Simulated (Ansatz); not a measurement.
GaAs:

```
As Ga
1.0
     0.00000    2.82685    2.82685
     2.82685    0.00000    2.82685
     2.82685    2.82685    0.00000
As Ga
1 1
Direct
  0.75000 0.75000 0.75000
  0.00000 0.00000 0.00000
```

Base run:

- Program: Ansatz 0.2.0
- Functional: PBEsol
- Potentials or basis: Ansatz PAW
- Cutoff: 420 eV (not typed: the program's choice for these potentials)
- k mesh: 8 × 8 × 8
- Occupations: fermi-dirac, width 0.05 eV
- Spin: spin-orbit coupling, no magnetisation

Its results: band gap on the k mesh 0.33 eV, direct; pressure 0.2 GPa.

Problem. The run is repeated on the same cell with these changes: functional from PBEsol to LDA. What comes out?

Solution. Band gap on the k mesh 0.17 eV, direct; pressure -1.9 GPa.

LDA binds more tightly than PBEsol, so the same cell stands under less pressure.

Caveats: the PAW data sets come from PBE, with cores solved anew for the run's functional, which leaves a small shift of forces and pressure.
